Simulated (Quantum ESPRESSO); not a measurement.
**GaN under changes of volume**

One of the cells (11.444 Å³/atom); the others are scaled copies at fixed shape and fractional positions:

```
Ga N
1.0
     0.00000    2.25350    2.25350
     2.25350    0.00000    2.25350
     2.25350    2.25350    0.00000
Ga N
1 1
Direct
  0.00000 0.00000 0.00000
  0.25000 0.25000 0.25000
```

The cell is a database's computed one.

* Program: Quantum ESPRESSO 7.5
* Functional: PBE
* Potentials or basis: SSSP 1.3 efficiency PBE
* Cutoff: 952 eV
* Density cutoff: 7619 eV
* k mesh: 10 × 10 × 10
* Occupations: fermi-dirac, width 0.05 eV
* Spin: no spin polarisation

| volume (Å³/atom) | energy over the lowest point (meV/atom) | pressure (GPa) | gap on the mesh (eV) |
| --- | --- | --- | --- |
| 10.757 | 54.41 | 18.2 | 2.15 |
| 10.986 | 31.16 | 13.2 | 2.01 |
| 11.215 | ? | ? | ? |
| 11.444 | 4.62 | 4.5 | 1.75 |
| 11.673 | 0.00 | 0.9 | 1.62 |
| 11.902 | 0.39 | -2.4 | 1.49 |
| 12.131 | 5.23 | -5.4 | 1.37 |

Q: What does the run at 11.215 Å³/atom give?

A: Energy over the lowest point 14.82 meV/atom; pressure 8.6 GPa; gap on the mesh 1.88 eV.

Worked out: A Birch-Murnaghan fit of order 3 (a polynomial in V^(-2/3)) to the other rows has its minimum at 11.77 Å³/atom with B0 = V·E''(V) = 171 GPa and B' = 4.5. It gives 14.80 meV/atom at 11.215 Å³/atom, against the run's 14.82, and -dE/dV = 9.2 GPa, against 8.6. A straight line through the other rows of the gap, of slope -6.49 eV per unit of ln V (its deformation potential), gives 1.88 eV, against the run's 1.88.

Energies are extrapolated to zero smearing.

Spin-orbit coupling on Ga is left out.
